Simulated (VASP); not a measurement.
A VASP 6.6.1 single-point calculation on KBr

INCAR

```
LREAL = .FALSE.
NSW = 0
EDIFF = 1E-7
ISIF = 2
MAXMIX = 10
LASPH = .TRUE.
LWAVE = .FALSE.
NBANDS = 15
PREC = Accurate
ISMEAR = -1
IBRION = -1
GGA = PE
LCHARG = .FALSE.
SIGMA = 0.02
ENCUT = 520
NELM = 120
```

KPOINTS

```
KPOINTS created by Atomic Simulation Environment
0
Gamma
6 6 6
0 0 0
```

POSCAR

```
K  Br
 1.0000000000000000
     0.0000000000000000    3.3024387009999998    3.2720562648999998
     3.3024387009999998    0.0000000000000000    3.2720562648999998
     3.3024387009999998    3.3024387009999998    0.0000000000000000
 K   Br
   1   1
Cartesian
  0.0000000000000000  0.0000000000000000  0.0000000000000000
  3.3024387010000003  3.3024387010000003  3.2720562648999989
```

The recommended PBE PAW datasets give the neutral cell 16 valence electrons.

Command

```
mpirun -np 1 vasp_std
```

Problem. How does this run end, and what does it give?

Solution. It converged. Results: gap between bands v and c on the k mesh 4.45 eV; least direct gap on the k mesh 4.45 eV; pressure 0.9 GPa. Band v is the last that the valence electrons fill when counted band by band, and c is the next.

OSZICAR

```
N       E                     dE             d eps       ncg     rms          rms(c)
DAV:   1     0.100983260710E+03    0.10098E+03   -0.67942E+03   900   0.932E+02
DAV:   2    -0.496111838856E-02   -0.10099E+03   -0.93752E+02  1138   0.229E+02
DAV:   3    -0.612052038398E+01   -0.61156E+01   -0.60846E+01  1250   0.504E+01
DAV:   4    -0.638148422951E+01   -0.26096E+00   -0.26089E+00  1299   0.883E+00
DAV:   5    -0.638325821322E+01   -0.17740E-02   -0.17740E-02  1278   0.851E-01    0.315E+00
DAV:   6    -0.621302952067E+01    0.17023E+00   -0.21513E-01  1103   0.224E+00    0.230E+00
DAV:   7    -0.620210718117E+01    0.10922E-01   -0.10698E-01  1215   0.176E+00    0.103E+00
DAV:   8    -0.621091999111E+01   -0.88128E-02   -0.11652E-02   998   0.789E-01    0.113E-01
DAV:   9    -0.621173713095E+01   -0.81714E-03   -0.83603E-04  1208   0.178E-01    0.776E-02
DAV:  10    -0.621200816386E+01   -0.27103E-03   -0.26649E-04   928   0.946E-02    0.110E-02
DAV:  11    -0.621202652902E+01   -0.18365E-04   -0.27197E-05  1155   0.302E-02    0.609E-03
DAV:  12    -0.621202807236E+01   -0.15433E-05   -0.40781E-06   942   0.133E-02    0.136E-03
DAV:  13    -0.621202817553E+01   -0.10316E-06   -0.10885E-07  1164   0.183E-03    0.656E-04
DAV:  14    -0.621202829603E+01   -0.12050E-06   -0.21212E-08   695   0.960E-04    0.313E-04
DAV:  15    -0.621202829858E+01   -0.25461E-08   -0.40187E-09   618   0.336E-04
   1 F= -.62120283E+01 E0= -.62120283E+01  d E =-.906975E-11
```

Standard output (part)

```
POSCAR found type information on POSCAR K Br
 POSCAR found :  2 types and       2 ions
 LDA part: xc-table for (Slater+PW92), standard interpolation
 POSCAR, INCAR and KPOINTS ok, starting setup
 WAVECAR not read
 entering main loop
```

For comparison, a separate PBE run of the intended cell, on usual settings and not on those above, gives a gap of 4.45 eV on its mesh and a pressure of 0.9 GPa.
